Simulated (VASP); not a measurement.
# Br (I4/mmm) in VASP: a series of runs, part 2 of 2

VASP 6.6.1.

### 5 Single point, PBE

The input, INCAR:

```
SYSTEM = Br
ALGO     = Fast           ! electronic algorithm
EDIFF    = 1E-6           ! SCF threshold, eV
ENCUT    = 350            ! plane-wave cutoff, eV
GGA      = PE             ! functional
ISIF     = 2              ! what is computed and relaxed
ISMEAR   = 0              ! smearing method
LASPH    = .TRUE.         ! aspherical terms in the spheres
LCHARG   = .FALSE.        ! write CHGCAR
LREAL    = .FALSE.        ! projectors in reciprocal space
LWAVE    = .FALSE.        ! write WAVECAR
NELM     = 60             ! most SCF steps
PREC     = Accurate       ! precision mode
SIGMA    = 0.02           ! smearing width, eV
```

The input, KPOINTS:

```
k-points
0
G
  7 7 7
  0 0 0
```

The input, POSCAR:

```
Br
1.0
   -1.4234917050      1.4234917050      3.5775173700
    1.4234917050     -1.4234917050      3.5775173700
    1.4234917050      1.4234917050     -3.5775173700
Br
1
Direct
    0.0000000000      0.0000000000      0.0000000000
```

Potentials or basis: VASP PAW PBE potentials, release 64 (Br_GW).

The run is started by

```
$ cat potpaw_PBE.64/Br_GW/POTCAR > POTCAR
$ mpirun -np 1 vasp_std > vasp.out
```

OUTCAR:

```text
SYSTEM = Br
   EDIFF = 1E-6
   ENCUT = 350
   GGA = PE
   ISIF = 2
   ISMEAR = 0
   LASPH = .TRUE.
   LREAL = .FALSE.
   NELM = 60
   PREC = Accurate

 ion  position               nearest neighbor table
   1  0.000  0.000  0.000-

  LATTYP: Found a body centered tetragonal cell.
 ALAT       =     2.8469834100
 C/A-ratio  =     2.5131986069

  Lattice vectors:

 A1 = (  -1.4234917050,   1.4234917050,   3.5775173700)
 A2 = (   1.4234917050,  -1.4234917050,   3.5775173700)
 A3 = (   1.4234917050,   1.4234917050,  -3.5775173700)

Analysis of symmetry for initial positions (statically):
=====================================================================
 Subroutine PRICEL returns:
 Original cell was already a primitive cell.

 Routine SETGRP: Setting up the symmetry group for a
 body centered tetragonal supercell.

 Subroutine GETGRP returns: Found 16 space group operations
 (whereof 16 operations were pure point group operations)
 out of a pool of 16 trial point group operations.

The static configuration has the point symmetry D_4h.

Analysis of symmetry for dynamics (positions and initial velocities):
=====================================================================
 Subroutine PRICEL returns:
 Original cell was already a primitive cell.

 Routine SETGRP: Setting up the symmetry group for a
 body centered tetragonal supercell.

 Subroutine GETGRP returns: Found 16 space group operations
 (whereof 16 operations were pure point group operations)
 out of a pool of 16 trial point group operations.

The dynamic configuration has the point symmetry D_4h.

 Subroutine INISYM returns: Found 16 space group operations
 (whereof 16 operations are pure point group operations),
 and found     1 'primitive' translations

[... 113 lines left out ...]
  volume/ion in A,a.u.               =      29.00       195.68
  Fermi-wavevector in a.u.,A,eV,Ry     =   1.019351  1.926294 14.137486  1.039076
  Thomas-Fermi vector in A             =   2.152860
   LORBIT       =      0    0 simple, 1 ext, 2 COOP (PROOUT), +10 PAW based schemes
   GGA     = PE    functional components
   LHFCALC =     F    Hartree Fock is set to
   AEXX    =    0.0000 exact exchange contribution
   IVDW    =     0    specifies the selected vdW correction
   LEPSILON=     F    determine dielectric tensor
   LRPA    =     F    only Hartree local field effects (RPA)
 non-spin polarized calculation
 RMM-DIIS sequential band-by-band and
 Gauss-broadening in eV      SIGMA  =   0.02
  energy-cutoff  :      350.00
  volume of cell :       29.00
 maximum number of plane-waves:       447
 NGX is ok and might be reduce to    28
   NGX = 13   NGY = 13   NGZ = 13

 number of electron       7.0000001 magnetization

 Free energy of the ion-electron system (eV)
  ---------------------------------------------------
  ext. energy  EPLUGINS =         0.00000000
  ---------------------------------------------------
  free energy    TOTEN  =        -1.37090910 eV

  energy without entropy =       -1.37041850  energy(sigma->0) =       -1.37066380

 E-fermi :   1.2351     XC(G=0):  -8.6418

 val. band max:        1.2210483403   @ k =   0.2857   0.1429  -0.0000
 cond. band min:       1.2563964107   @ k =  -0.2857   0.1429   0.0000
 fundamental gap:      0.0353480704
 Fermi energy:         1.2351155834

 k-point     1 :       0.0000    0.0000    0.0000
  band No.  band energies     occupation
      1     -14.8375      2.00000
      2      -0.8641      2.00000
      3       2.3852      0.00000
      4       2.3852      0.00000
      5       6.8631      0.00000
      6      11.2709      0.00000
      7      11.7400      0.00000
[... 221 lines left out ...]
 k-point    24 :      -0.4286    0.4286    0.1429
  band No.  band energies     occupation
      1     -12.4351      2.00000
      2      -3.3398      2.00000
      3      -0.9951      2.00000
      4      -0.1491      2.00000
      5       9.3146      0.00000
      6       9.8740      0.00000
      7      14.6754      0.00000

 [... further k-points ...]

------------------------ aborting loop because EDIFF is reached ----------------------------------------

  FORCE on cell =-STRESS in cart. coord.  units (eV):
  Direction    XX          YY          ZZ          XY          YZ          ZX
  --------------------------------------------------------------------------------------
  -------------------------------------------------------------------------------------
  Total        0.2760971      0.2760971      0.2551779      0.0000000      0.0000000      0.0000000
  in kB       15.2553016     15.2553016     14.0994465      0.0000000      0.0000000      0.0000000
  external PRESSURE =      14.8700166 kB  Pullay stress =       0.0000000 kB

 VOLUME and BASIS-vectors are now :
 -----------------------------------------------------------------------------
  energy-cutoff  :      350.00
  volume of cell :       29.00
      direct lattice vectors                 reciprocal lattice vectors
    -1.423491705  1.423491705  3.577517370     0.000000000  0.351248973  0.139761725
     1.423491705 -1.423491705  3.577517370     0.351248973  0.000000000  0.139761725
     1.423491705  1.423491705 -3.577517370     0.351248973  0.351248973  0.000000000

 POSITION                                       TOTAL-FORCE (eV/Angst)
 -----------------------------------------------------------------------------------
      0.00000      0.00000      0.00000         0.000000     -0.000000      0.000000
 -----------------------------------------------------------------------------------
    total drift:                                0.000000      0.000000     -0.000000

  FREE ENERGIE OF THE ION-ELECTRON SYSTEM (eV)
  ---------------------------------------------------
  free  energy   TOTEN  =        -1.3709091041 eV

  energy  without entropy=       -1.3704185010  energy(sigma->0) =       -1.37066380
```

stdout:

```text
POSCAR found type information on POSCAR Br
 POSCAR found :  1 types and       1 ions
 scaLAPACK will be used
 LDA part: xc-table for (Slater+PW92), standard interpolation
 POSCAR, INCAR and KPOINTS ok, starting setup
 FFT: planning ... GRIDC
 FFT: planning ... GRID_SOFT
 FFT: planning ... GRID
 WAVECAR not read
 entering main loop
```

Run time: 9.6 s. Hardware: 1 thread of AMD EPYC 7R43 (Zen 3), shared host; peak memory 0.11 GiB.

Results:

* Free energy: -1.3709 eV
* Pressure: 1.5 GPa
* Band gap on the k mesh: none (metal or under the smearing width)

Levels at points of the mesh, in eV from the Fermi level:
```
           k point  band 1  band 2  band 3  band 4  band 5  band 6
(0.00, 0.00, 0.00)  -16.07   -2.10    1.15    1.15    5.63   10.04
```

Caveat: the k mesh is coarse (spacing up to 0.45 Å⁻¹), so the values aren't converged; an odd number of electrons without spin polarisation forces a metal; a magnetic or distorted state may lie lower.

### 6 The reference run

An earlier run on the cell as given: functional PBE; potentials or basis VASP PAW PBE potentials, release 64 (Br); cutoff 520 eV; k mesh 13 × 13 × 13; occupations fermi-dirac, width 0.05 eV; no spin polarisation.

* Pressure: 1.4 GPa
* Band gap on the k mesh: none (metal or under the smearing width)

### 7 Summary

| potentials or basis | k mesh | cutoff (eV) | smearing | mesh quality | gap on the mesh (eV) | pressure (GPa) |
| --- | --- | --- | --- | --- | --- | --- |
| VASP PAW PBE potentials, release 64 (Br_GW) | 8 × 8 × 8 | 450 | gaussian 0.02 eV | coarse | none | 1.4 |
| VASP PAW PBE potentials, release 64 (Br_GW) | 8 × 8 × 8 | 500 | gaussian 0.02 eV | coarse | none | 1.4 |
| VASP PAW PBE potentials, release 54 (Br) | 13 × 13 × 13 | 520 | gaussian 0.05 eV | not flagged | none | 1.4 |
| VASP PAW PBE potentials, release 64 (Br_GW) | 7 × 7 × 7 | 350 | gaussian 0.02 eV | coarse | none | 1.5 |
| VASP PAW PBE potentials, release 64 (Br) | 13 × 13 × 13 | 520 | fermi-dirac 0.05 eV | not flagged | none | 1.4 |

Alike in all rows: task single point; level PBE; no spin polarisation; cell as given.

Caveats: some runs use coarse meshes; an odd number of electrons without spin polarisation forces a metal; a magnetic or distorted state may lie lower.

Absolute energies hang on the potentials; compare differences alone.
